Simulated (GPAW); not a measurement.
MgS:

```
CELL_PARAMETERS angstrom
4.03462 0.00000 0.00000
-2.01731 3.49409 0.00000
0.00000 0.00000 6.43229
ATOMIC_POSITIONS crystal
S 0.66667 0.33333 0.87924
S 0.33333 0.66667 0.37924
Mg 0.33333 0.66667 0.99575
Mg 0.66667 0.33333 0.49575
```

The cell comes from a database or a generator and needn't be the stable form of this composition.

```yaml
Program: GPAW 26.7.0
Task: relaxation of cell and atoms
Functional: revPBE
Potentials_or_basis: the program's PAW data sets (release 1.2.1) made for this functional
Cutoff: 800 eV
Basis: pw
k_mesh: 6 × 6 × 3
Occupations: fermi-dirac, width 0.05 eV
Spin: no spin polarisation
```

At the start: pressure 2.4 GPa; volume 22.67 Å³/atom.

Where does the relaxation end?

Over 6 steps the energy falls by 7.3 meV/atom and the volume is 23.66 Å³/atom (+4.4 %); space group P6_3mc (No. 186, to 0.05 Å).

Step by step:
| step | energy change (eV) | largest force (eV/Å) | pressure (GPa) | volume (Å³) |
| --- | --- | --- | --- | --- |
| 1 | 0.0000 | 0.0449 | 2.41 | 90.68 |
| 2 | -0.0049 | 0.0377 | 2.18 | 91.01 |
| 3 | -0.0290 | 0.0208 | 0.13 | 94.34 |
| 4 | -0.0291 | 0.0187 | 0.03 | 94.51 |
| 5 | -0.0292 | 0.0118 | -0.02 | 94.61 |
| 6 | -0.0293 | 0.0008 | -0.05 | 94.66 |

Final structure:
```cif
data_structure
_symmetry_space_group_name_H-M 'P 1'
_symmetry_Int_Tables_number 1
_cell_length_a 4.0932
_cell_length_b 4.0932
_cell_length_c 6.5237
_cell_angle_alpha 90.000
_cell_angle_beta 90.000
_cell_angle_gamma 120.000
_cell_volume 94.66
loop_
_atom_site_label
_atom_site_type_symbol
_atom_site_fract_x
_atom_site_fract_y
_atom_site_fract_z
_atom_site_occupancy
S1 S 0.66667 0.33333 0.87844 1
S2 S 0.33333 0.66667 0.37844 1
Mg1 Mg 0.33333 0.66667 0.99656 1
Mg2 Mg 0.66667 0.33333 0.49656 1
```

Caveat: later steps reuse the first step's grids.
